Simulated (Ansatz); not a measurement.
# FeS2: the cost of one run

Program: Ansatz 0.2.0. Level of theory: DFT PBE+D3(BJ), scalar-relativistic, plane waves, PAW. These are calculated values, not measurements.

The COD entry's cell or inner coordinates are ideal or old and differ from later refinements, so a difference from it is no clean test against experiment.

2 further runs of the same task are left out: 2 that didn't finish.

## Step 1: The structure to begin with

The structure is orthorhombic, space group Pnnm (No. 58). Conventional cell: a = 4.440 Å, b = 5.390 Å, c = 3.370 Å, α = 90.00°, β = 90.00°, γ = 90.00°. Around Fe (site symmetry 2/m) lie 6 S at 2.21 to 2.24 Å. Around S (site symmetry m) lie 3 Fe at 2.21 to 2.24 Å and 1 S at 2.25 Å.

Structure file:

```cif
data_structure
_symmetry_space_group_name_H-M 'Pnnm'
_symmetry_Int_Tables_number 58
_cell_length_a 4.4400
_cell_length_b 5.3900
_cell_length_c 3.3700
_cell_angle_alpha 90.000
_cell_angle_beta 90.000
_cell_angle_gamma 90.000
_cell_volume 80.65
loop_
_atom_site_label
_atom_site_type_symbol
_atom_site_symmetry_multiplicity
_atom_site_Wyckoff_symbol
_atom_site_fract_x
_atom_site_fract_y
_atom_site_fract_z
_atom_site_occupancy
Fe1 Fe 2 a 0.00000 0.00000 0.00000 1
S1 S 4 g 0.20300 0.37500 0.00000 1
```

Source of the structure: the Crystallography Open Database.

(A quick probe on a coarse mesh, which set the mesh and smearing, is not shown.)

## Step 3: The relaxation

input.yaml reads:

```yaml
crystal:
  lattice:
    - [4.44, 0.0, 0.0]
    - [0.0, 5.39, 0.0]
    - [0.0, 0.0, 3.37]
  atoms:
    - { symbol: Fe, position: [0.0, 0.0, 0.0] }
    - { symbol: Fe, position: [0.5, 0.5, 0.5] }
    - { symbol: S, position: [0.203, 0.375, 0.0] }
    - { symbol: S, position: [0.297, 0.875, 0.5] }
    - { symbol: S, position: [0.797, 0.625, 0.0] }
    - { symbol: S, position: [0.703, 0.125, 0.5] }
basis:
  ecutwfc: 420
kpoints:
  mp_grid: { grid: [6, 4, 8] }
hamiltonian:
  xc: pbe
  dispersion: d3bj
scf:
  occupations: { method: gaussian, width: 0.02 }
output:
  forces: true
  stress: true
  eigenvalues: true
relax:
  adjacent_minimum: "off"
  f_tol: 0.02
  max_steps: 70
  cell: { stress_tol: 0.1 }
```

On the command line:

```console
$ ansatz run input.yaml --threads 2 --pin off --max-ram 5120MiB --backend cpu --events-out ev --progress --plain --runs-dir out
```

Q: Estimate wall time and peak memory on 2 threads of AMD EPYC 7B13 (Zen 3), shared host.

About 22 s, with a peak of 0.51 GiB.
